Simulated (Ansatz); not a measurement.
# Thickness series of a Zr/SiC/Zr junction, part 6 of 6

Aim: the conductance of Zr/SiC/Zr junctions as the barrier thickens. Both electrodes are Zr hcp(0001); the barrier is SiC wurtzite(0001) (whole bilayers). In the first transport cell, after relaxation, the nearest pair of electrode and barrier is Zr–C at 2.49 Å, at a slant, at the lower face and Zr–Si at 2.81 Å, at a slant, at the upper one. All share a net of side 3.09 Å, which strains the lower electrode by -4.3 % and the barrier by +0.0 %, against typed lattice constants near PBE's. The first steps treat the bulk electrodes alone.

Ansatz 0.2.0; PBE DFT, plane waves, PAW files (the session's first sound run).

So far. Step 8 (Conductance on a fine mesh, atomic planes in the …): G = 1.7e10 S/m² (1/G = 59.1 Ω µm²), 0.060 times the step before of this kind. Apart from band edges and resonances, the largest error estimate is 28 %, from the leads' potential steps. For edges and narrow resonances that could lie between the energies solved the program puts 994 %, while dropping every other energy moves G by 0.2 %.

## Step 12: A check of the settings, 26 atoms

This step: PBE DFT, plane waves, PAW files; ballistic transmission by layer matching between semi-infinite leads; changed: output.transmission.kmesh = [45, 45], output.transmission.e_range = [-3, 3], output.transmission.de = 0.035 (Ansatz 0.2.0).

System of this step: Zr/SiC/Zr. The cell holds 26 atoms: 22 Zr, 2 C and 2 Si. Its edges and angles: a = 3.090 Å, b = 3.090 Å, c = 75.259 Å, α = 90.0°, β = 90.0°, γ = 120.0°. Regions: left electrode, 11 atoms (11 Zr); barrier, 4 atoms (2 C and 2 Si); right electrode, 11 atoms (11 Zr). Vacuum lies along c.

This run repeats an earlier one, its twin (the conductance run, 4 atomic planes between the electrodes), with three settings changed (output.transmission.kmesh, output.transmission.e_range, output.transmission.de; files written aside). It is meant to test whether the mesh across the current is converged and what the energy window and step decide. Where the input is shown as a difference, that is against the step before, not the twin.

Input file input.yaml:

```yaml
crystal:
  lattice:
    - [3.09, 0.0, 0.0]
    - [-1.545, 2.6760184977, 0.0]
    - [0.0, 0.0, 75.2585451667]
  atoms:
    - { symbol: Zr, position: [0.33333333, 0.66666667, 0.0930126936] }
    - { symbol: Zr, position: [0.0, 0.0, 0.1289643464] }
    - { symbol: Zr, position: [0.33333333, 0.66666667, 0.1649159993] }
    - { symbol: Zr, position: [0.0, 0.0, 0.2008676522] }
    - { symbol: Zr, position: [0.33333333, 0.66666667, 0.2368193051] }
    - { symbol: Zr, position: [0.0, 0.0, 0.272770958] }
    - { symbol: Zr, position: [0.33333333, 0.66666667, 0.3087226108] }
    - { symbol: Zr, position: [0.0, 0.0, 0.3446742637] }
    - { symbol: Zr, position: [0.33333333, 0.66666667, 0.3806259166] }
    - { symbol: Zr, position: [0.0, 0.0, 0.4165775695] }
    - { symbol: Zr, position: [0.33333333, 0.66666667, 0.4528004785] }
    - { symbol: C, position: [0.66666667, 0.33333333, 0.4758443193] }
    - { symbol: Si, position: [0.0, 0.0, 0.4844387907] }
    - { symbol: C, position: [0.0, 0.0, 0.5097155014] }
    - { symbol: Si, position: [0.66666667, 0.33333333, 0.5183103958] }
    - { symbol: Zr, position: [0.0, 0.0, 0.5472070237] }
    - { symbol: Zr, position: [0.66666667, 0.33333333, 0.5834224305] }
    - { symbol: Zr, position: [0.0, 0.0, 0.6193740834] }
    - { symbol: Zr, position: [0.66666667, 0.33333333, 0.6553257363] }
    - { symbol: Zr, position: [0.0, 0.0, 0.6912773892] }
    - { symbol: Zr, position: [0.66666667, 0.33333333, 0.727229042] }
    - { symbol: Zr, position: [0.0, 0.0, 0.7631806949] }
    - { symbol: Zr, position: [0.66666667, 0.33333333, 0.7991323478] }
    - { symbol: Zr, position: [0.0, 0.0, 0.8350840007] }
    - { symbol: Zr, position: [0.66666667, 0.33333333, 0.8710356536] }
    - { symbol: Zr, position: [0.0, 0.0, 0.9069873064] }
kpoints:
  mp_grid: { grid: [12, 12, 1] }
scf:
  occupations: { method: fermi_dirac, width: 0.1 }
  max_iter: 150
hamiltonian:
  xc: pbe
output:
  transmission:
    kmesh: [45, 45]
    e_range: [-3, 3]
    de: 0.035
    leads: [[4, 6], [20, 22]]
```

Command:

```sh
> ansatz run input.yaml --threads 4 --pin off --max-ram 12288MiB --backend cpu --events-out ev --progress --plain --runs-dir out
```

Numbers of over 12 decimals in the logs are rounded to 6 here.

What it wrote:

```text
[...]
Crystal: 26 atoms, lattice volume = 622.305 Å³
Basis set: ecut = 420 eV, 12119 PW (Γ)
Bands: 168, of which v1, the nominal top of the filled ones, is band 140 counted from 1 (139 counted from 0)
Symmetry: 6 space group operations
[...]
k-points: 19 of 144 (time reversal used)
[...]
SCF iter   1: F=—  HF=-93817.600007 eV  |F-HF|=—  |Δ(HF+E_count)|=         —  Δρ=1.56e-2  dr2=1.06e3  ethr=1.77e-3  ⟨swp⟩=8.3  Hψ=14653  notcnv=0
[...]
SCF iter  10: F=-93816.662204 eV  HF=-93816.662204 eV  |F-HF|=1.72e-8  |Δ(HF+E_count)|=   3.17e-9  Δρ=7.68e-7  dr2=2.34e-8  ethr=3.57e-11  ⟨swp⟩=3.1  Hψ=5772  notcnv=0
SCF 1 converged in 10 iterations: F = -93816.662204 eV  dr2 = 2.34e-8
[...]
transmission: 1464 of 14592 steps passed
transmission: 2919 of 14592 steps passed
[...]
transmission: 14592 of 14592 steps passed
SCF converged after 10 iterations
Free energy (F): -93816.662204 eV
[...]
Internal energy: -93815.752218 eV  (E = F + TS)
E sigma→0 (E₀):  -93816.207211 eV
Entropy (-TS):   -0.909986 eV (-34.999 meV/atom)
Fermi energy:    11.686541 eV
[...]
--- Band table (eV; the first three rows and the last of 19) ---
  k-point 0: bands = [... 136 lower, 12.1230, 12.1296, 12.3067, 12.3095, 12.4619, 12.7095, 12.7095, 12.7469, ... 24 higher]
  k-point 1: bands = [... 136 lower, 11.9369, 11.9416, 12.0335, 12.0352, 12.2018, 12.4925, 12.4999, 12.5060, ... 24 higher]
  k-point 2: bands = [... 136 lower, 11.7075, 11.7327, 11.7604, 11.7741, 11.8189, 11.9587, 11.9867, 12.0302, ... 24 higher]
  k-point 18: bands = [... 136 lower, 11.1173, 11.1181, 11.1558, 11.2842, 11.7153, 11.8017, 11.8023, 11.8030, ... 24 higher]
--- Transmission ---
  basis      : 73 plane waves across, 76 finite elements along
  points     : 192, standing for a mesh of 45 x 45
[...]
filled         : 29.3 meV under the level at which it is neutral
    channels       : 8.365432e-1 a spin
[...]
slowest decay  : 0.0029 /Å at (0.1111, 0.1111)
[...]
filled         : 32.9 meV under the level at which it is neutral
    channels       : 8.098765e-1 a spin
[...]
slowest decay  : 0.0014 /Å at (0.1111, 0.1111)
  junction   : crystal 0 to crystal 1, 19.87 to 51.37 Å
    transmission   : 1.399270e-1 a spin
    conductance    : 1.3075e14 S/m² at 300 K (1.3105e14 on every other energy)
[...]
resistance     : 6.3405e-3 Ω µm² beyond half of each lead's own
```

Wall time 72 min (4 threads of Arm Neoverse V1, shared host); peak memory 3 GiB; 2.7 h of CPU time.

Numbers from this step:

```yaml
free_energy: -93816.6622 eV
fermi_energy: 11.69 eV
transmission_at_the_fermi_level_a_spin_zone_mean: 0.1399
channels_of_the_lower_lead: 0.8365
channels_of_the_upper_lead: 0.8099
ballistic_conductance_of_the_lower_lead: 7.69e14 S/m²
potential_step_in_the_upper_lead: 7.4 meV
ballistic_conductance_of_the_upper_lead: 7.60e14 S/m²
junction_conductance: 1.31e14 S/m²
error_estimates_by_source_in_the_log_s_order: 0.2, 0.4, 51, 9.2 %
resistance_area_product_beyond_the_leads: 0.006340 Ω um²
```

One spin. Table of transmission, zone mean by energy, zero at the Fermi level:

```csv
energy (eV),"transmission, zone mean"
-3.000,0.0967
-2.790,0.160
-2.615,0.178
-2.405,0.131
-2.195,0.102
-1.985,0.101
-1.810,0.0850
-1.600,0.0340
-1.390,0.0419
-1.215,0.0708
-1.005,0.0904
-0.795,0.120
-0.585,0.153
-0.410,0.128
-0.200,0.112
0.010,0.140
0.045,0.175
0.185,0.149
0.395,0.121
0.605,0.150
0.815,0.157
0.850,0.160
0.990,0.156
1.200,0.107
1.410,0.115
1.585,0.146
1.795,0.179
2.005,0.271
2.110,0.304
2.215,0.289
2.390,0.274
2.600,0.371
2.810,0.421
2.845,0.442
```

One spin. Open channels, zone mean against energy, zero at the Fermi level:

```
energy (eV)  lower lead  upper lead
     -3.000       0.578       0.578
     -2.790       0.773       0.773
     -2.615       0.836       0.830
     -2.405       0.827       0.830
     -2.195       0.836       0.836
     -1.985       0.818       0.803
     -1.810       0.677       0.694
     -1.600       0.623       0.623
     -1.390       0.650       0.638
     -1.215       0.841       0.847
     -1.005       0.963       0.957
     -0.795        1.20        1.21
     -0.585        1.29        1.29
     -0.410       0.933       0.957
     -0.200       0.680       0.685
      0.010       0.837       0.810
      0.185        1.15        1.16
      0.395        1.19        1.19
      0.605        1.15        1.14
      0.815        1.10        1.10
      0.990       0.978       0.990
      1.200       0.828       0.822
      1.410       0.937       0.937
      1.585       0.997       0.997
      1.795        1.09        1.09
      2.005        1.23        1.21
      2.215        1.17        1.18
      2.390        1.13        1.14
      2.600        1.18        1.19
      2.810        1.21        1.21
```

Transmission over k1 and k2. At 0.0100 eV from the Fermi level.

Values, 12 rows by 16 columns, each cell a mean:
```
0.179 0.072 0.000 0.004 0.011 0.000 0.022 0.118 0.180 0.127 0.038 0.171 0.125 0.111 0.075 0.163
0.027 0.003 0.000 0.000 0.059 0.085 0.001 0.001 0.015 0.023 0.045 0.156 0.032 0.038 0.140 0.058
0.004 0.000 0.000 0.000 0.087 0.357 0.234 0.000 0.000 0.000 0.000 0.107 0.074 0.021 0.054 0.142
0.011 0.030 0.121 0.150 0.076 0.354 0.377 0.267 0.080 0.154 0.121 0.034 0.065 0.127 0.175 0.147
0.005 0.000 0.105 0.394 0.360 0.615 0.650 0.632 0.599 0.399 0.373 0.110 0.000 0.000 0.035 0.054
0.127 0.008 0.000 0.024 0.193 0.620 0.556 0.366 0.458 0.621 0.390 0.029 0.000 0.000 0.069 0.191
0.191 0.069 0.000 0.000 0.029 0.390 0.621 0.458 0.366 0.556 0.620 0.193 0.024 0.000 0.008 0.127
0.054 0.035 0.000 0.000 0.110 0.373 0.399 0.599 0.632 0.650 0.615 0.360 0.394 0.105 0.000 0.005
0.147 0.175 0.127 0.065 0.034 0.121 0.154 0.080 0.267 0.377 0.354 0.076 0.150 0.121 0.030 0.011
0.142 0.054 0.021 0.074 0.107 0.000 0.000 0.000 0.000 0.234 0.357 0.087 0.000 0.000 0.000 0.004
0.058 0.140 0.038 0.032 0.156 0.045 0.023 0.015 0.001 0.001 0.085 0.059 0.000 0.000 0.003 0.027
0.163 0.075 0.111 0.125 0.171 0.038 0.127 0.180 0.118 0.022 0.000 0.011 0.004 0.000 0.072 0.179
```
Columns: k1 (b1) from -0.489 to 0.489; rows upwards: k2 (b2) from -0.489 to 0.489.

The conductance is 1.3e14 S/m² against 1.3e14 S/m² in the twin: a change of +2 %, at 8.5 times the CPU time.

## Step 13: Outcome

```
1/G at 7.1 Å gap  : 0.00778 Ω um²
1/G at 22.3 Å gap : 59.1 Ω um²
decay constant β  : 0.59 Å⁻¹
```

**Reading.** A fit of ln G against d gives β = 0.59 Å⁻¹, and step by step the slopes are 0.59, 0.61 and 0.56 Å⁻¹. They agree within a fifth, so G falls as one exponential, by a factor of ten every 3.9 Å. At the Fermi level the layers of the barrier in the wide-window run (8 planes) hold from 0.0040 to 0.049 states an eV and atom. A semilocal functional narrows gaps, which tends to make the decay too slow. For band edges and narrow resonances between the energies solved the program's estimate reaches 994 %, so such features can't be ruled out. The program's largest other error estimate on these conductances is 50 %, from the leads' potential steps, in the run that gave 1.3e14 S/m². In 4 of these 4 runs a lead's potential steps by more than 25 meV, which the program flags as too much. No spin-orbit coupling, phonons, disorder or image charges enter; the interfaces are ordered, one cell wide and lattice-matched by strain. Semilocal gaps are too small, which can bring a band edge of the barrier nearer to the Fermi level than it is.

[Logs are printed without paths, hosts, clocks, repeated set-up lines and the standing remarks that a program may print on its own settings, such as how far it seeks lower states.]

[Hosts, paths, dates, database ids (printed as entryN), source tags and the programs' standing remarks are cut or masked in the printed files.]
